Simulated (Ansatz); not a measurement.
ZnS in the zincblende structure, relaxed with r2SCAN in Ansatz. Space group F-43m (No. 216), cubic; conventional cell a = 5.388 Å, 19.55 Å³ an atom. Zn is surrounded by 4 S at 2.33 Å; S is surrounded by 4 Zn at 2.33 Å.

The axes x, y and z are those of this cell:
```xyz
2
Lattice="0.0000 2.6941 2.6941 2.6941 0.0000 2.6941 2.6941 2.6941 0.0000" Properties=species:S:1:pos:R:3 pbc="T T T"
Zn    0.0000    0.0000    0.0000
S     1.3470    1.3470    1.3470
```

Unstrained: With PBE the gap is 2.147 eV and direct, at Γ. r2SCAN gives a direct gap of 2.705 eV at Γ. The HSE06 gap is direct at Γ: 3.378 eV. Meshes: PBE 8×8×8, r2SCAN 8×8×8, HSE06 6×6×6. Strains are changes of length per length. After each strain the atoms were relaxed again with r2SCAN within the symmetry that the strain leaves, so tilts or polar shifts that break it weren't tested; points keep the names that they have in the unstrained zone. No spin polarisation and no zero-point or thermal motion.

Task: Estimate what epitaxial +0.5 % in the plane normal to [111], free normal strain -0.25 % does to the gap.

Result: PBE: the gap goes from 2.147 to 2.089 eV (-0.058 eV); with r2SCAN the top three valence levels at Γ, degenerate before, become 1+2 from the top over 40 meV. r2SCAN: the gap goes from 2.705 to 2.643 eV (-0.062 eV). HSE06: the gap goes from 3.378 to 3.314 eV (-0.064 eV). The r2SCAN energy rises by 0.5 meV an atom.

Task: One strain changed the r2SCAN stress by xx -3.43, yy -3.43, zz -3.43, xy -1.61, xz -1.61, yz -1.61 GPa (compression positive) and the gap by -0.334 eV (PBE), -0.357 eV (r2SCAN), -0.368 eV (HSE06). Which kind of strain was it, and roughly how large?

Result: Uniaxial +5.0 % along [111], other directions held. The pattern of the stress gives the kind; the size needs the stiffness, so it is an estimate.

Task: Estimate what isotropic +4.0 % on every length does to the gap.

Result: PBE: the gap goes from 2.147 to 1.651 eV (-0.496 eV). r2SCAN: the gap goes from 2.705 to 2.179 eV (-0.526 eV). HSE06: the gap goes from 3.378 to 2.826 eV (-0.552 eV). The r2SCAN energy rises by 60.1 meV an atom.

Task: One strain changed the r2SCAN stress by xx +2.54, yy +2.54, zz +2.54 GPa (compression positive) and the gap by +0.133 eV (PBE), +0.140 eV (r2SCAN), +0.144 eV (HSE06). Which kind of strain was it, and roughly how large?

Result: Isotropic -1.0 % on every length. The pattern of the stress gives the kind; the size needs the stiffness, so it is an estimate.

Task: Estimate what uniaxial -3.0 % along z, other directions held does to the gap.

Result: PBE: the gap goes from 2.147 to 2.210 eV (+0.063 eV); with r2SCAN the top three valence levels at Γ, degenerate before, become 1+2 from the top over 107 meV. r2SCAN: the gap goes from 2.705 to 2.774 eV (+0.069 eV). HSE06: the gap goes from 3.378 to 3.449 eV (+0.071 eV). The r2SCAN energy rises by 6.2 meV an atom.

The meshes of the hybrids are coarse, so their gaps aren't converged to the digits shown.

The splittings at Γ are without spin-orbit coupling, which regroups them where it is of like size or larger.
